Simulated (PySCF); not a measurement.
Atoms are numbered as in `[CH2:1]=[CH:2][CH2:3][CH3:4]`. Hydrogens are named by the atom that carries them. Ha(C1) is cis to C3; Hb(C1) is trans to C3.

GIAO shifts from PySCF on PBE0-D3(BJ)/def2-TZVP geometries (one conformer, non-relativistic, equivalent nuclei averaged), against TMS at the same level and in the same medium; PCM means IEF-PCM chloroform.

Measured (solution, not stated per compound (mostly CDCl3 or CCl4); Pretsch, Buehlmann, Badertscher, Structure Determination of Organic Compounds, 4th ed. (2009)): C3 27.4, C4 13.4, H(C3) 2.00, H(C4) 1.00 ppm.

Q: Which unscaled values do B97-2/pcSseg-2, gas; WP04/pcSseg-2, PCM; wB97X-D/pcSseg-2, PCM give, and how close are they?

A: 
```csv
atoms,measured,"B97-2/pcSseg-2, gas","WP04/pcSseg-2, PCM","wB97X-D/pcSseg-2, PCM"
C3,27.4,34.3,35.6,33.8
C4,13.4,17.7,19.0,17.5
H(C3),2.00,2.17,2.12,2.16
H(C4),1.00,1.02,1.01,1.01
```

Mean absolute error for 13C: B97-2/pcSseg-2, gas 5.6, WP04/pcSseg-2, PCM 6.9, wB97X-D/pcSseg-2, PCM 5.2 ppm.

Mean absolute error for 1H: B97-2/pcSseg-2, gas 0.09, WP04/pcSseg-2, PCM 0.07, wB97X-D/pcSseg-2, PCM 0.09 ppm.
